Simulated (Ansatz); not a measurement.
# Cd: the cost of one run

Computed with Ansatz 0.2.0 (DFT, scalar-relativistic, functionals as named in each step, unless a step's input says otherwise).

1 further run of the same task is left out (it didn't finish). Runs told in other sessions of the task aren't counted.

**1. Starting point**

It takes space group P6_3/mmc (No. 194, hexagonal). The conventional cell has a = 2.979 Å, b = 2.979 Å, c = 5.618 Å, α = 90.00°, β = 90.00°, γ = 120.00°. Cd (site symmetry -6m2) has 12 Cd at 2.98 to 3.29 Å in its first shell of neighbours.

As a file:

```xyz
2
Lattice="2.9789 0.0000 0.0000 -1.4894 2.5798 0.0000 0.0000 0.0000 5.6177" Properties=species:S:1:pos:R:3 pbc="T T T"
Cd    0.0000    1.7199    1.4044
Cd    1.4894    0.8599    4.2132
```

Atoms are numbered in the order of the input: Cd1, Cd2.

**2. LDA, LAPW**

input.yaml

```yaml
crystal:
  lattice:
    - [2.9788725081, 0.0, 0.0]
    - [-1.489436254, 2.5797792666, 0.0]
    - [0.0, 0.0, 5.61765]
  atoms:
    - { symbol: Cd, position: [0.3333333333, 0.6666666667, 0.25] }
    - { symbol: Cd, position: [0.6666666667, 0.3333333333, 0.75] }
kpoints:
  mp_grid: { grid: [16, 16, 7] }
  band_path:
    path:
      - [0.0, 0.0, 0.0]
      - [0.5, 0.0, 0.0]
      - [0.3333333333, 0.3333333333, 0.0]
      - [0.0, 0.0, 0.0]
      - [0.0, 0.0, 0.5]
      - [0.5, 0.0, 0.5]
      - [0.3333333333, 0.3333333333, 0.5]
      - [0.0, 0.0, 0.5]
      - [0.5, 0.0, 0.5]
    npoints: 5
scf:
  occupations: { method: fermi_dirac, width: 0.05 }
hamiltonian:
  xc: lda
  pseudopotentials: { kind: all_electron, lapw: { basis_error: 0.001 } }
output:
  forces: true
  stress: true
  eigenvalues: true
```

Started as:

```console
$ ansatz run input.yaml --threads 1 --pin off --max-ram 2048MiB --backend cpu --events-out ev --progress --plain --runs-dir out
```

**Question.** How long does this run take on 1 thread of AMD EPYC 7R43 (Zen 3), shared host, and how much memory does it need?

About 22 s, with a peak of 0.48 GiB.
